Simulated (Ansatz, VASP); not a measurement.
## One calculation of Sc, two programs

The input INCAR:

```
ALGO = Fast ; EDIFF = 1E-6
ENCUT = 520 ; GGA = PE
ISIF = 2 ; ISMEAR = 0
LASPH = True ; LCHARG = True
LELF = True ; LREAL = False
LVHAR = True ; LWAVE = False
NBANDS = 18 ; NELM = 60
PREC = Accurate ; SIGMA = 0.15
```

KPOINTS

```
k-points
0
Gamma
  18 18 10
```

File POSCAR:

```
Sc
1.0
    3.3087978973      0.0000000000      0.0000000000
   -1.6543989486      2.8655030350      0.0000000000
    0.0000000000      0.0000000000      5.2680000000
Sc
2
Direct
    0.3333333333      0.6666666667      0.2500000000
    0.6666666667      0.3333333333      0.7500000000
```

Input for Ansatz:

```yaml
crystal:
  lattice:
    - [3.3087978973, 0.0, 0.0]
    - [-1.6543989486, 2.865503035, 0.0]
    - [0.0, 0.0, 5.268]
  atoms:
    - { symbol: Sc, position: [0.3333333333, 0.6666666667, 0.25] }
    - { symbol: Sc, position: [0.6666666667, 0.3333333333, 0.75] }
basis:
  ecutwfc: 420
kpoints:
  mp_grid: { grid: [18, 18, 10] }
hamiltonian:
  xc: pbe
scf:
  occupations: { method: gaussian, width: 0.15 }
output:
  forces: true
  stress: true
  eigenvalues: true
```

Alike in both runs: task single point; functional PBE; k mesh 18 × 18 × 10; occupations gaussian, width 0.15 eV; no spin polarisation.

```csv
,VASP,Ansatz
version,VASP 6.6.1,Ansatz 0.2.0
potentials or method,"VASP PAW PBE potentials, release 64 (Sc_sv)","scalar-relativistic, plane waves, PAW"
plane-wave cutoff (eV),520,420
valence electrons in the cell,22,22
```

|  | VASP | Ansatz | Ansatz less VASP |
| --- | --- | --- | --- |
| gap on the k mesh at the Fermi level (eV) | none | none | - |
| pressure (GPa) | -0.6 | -0.6 | -0.05 |
| largest component of the traceless stress (GPa) | 1.04 | 1.04 | +0.002 |

A gap of «none» marks a metal or a gap that the smearing closes.
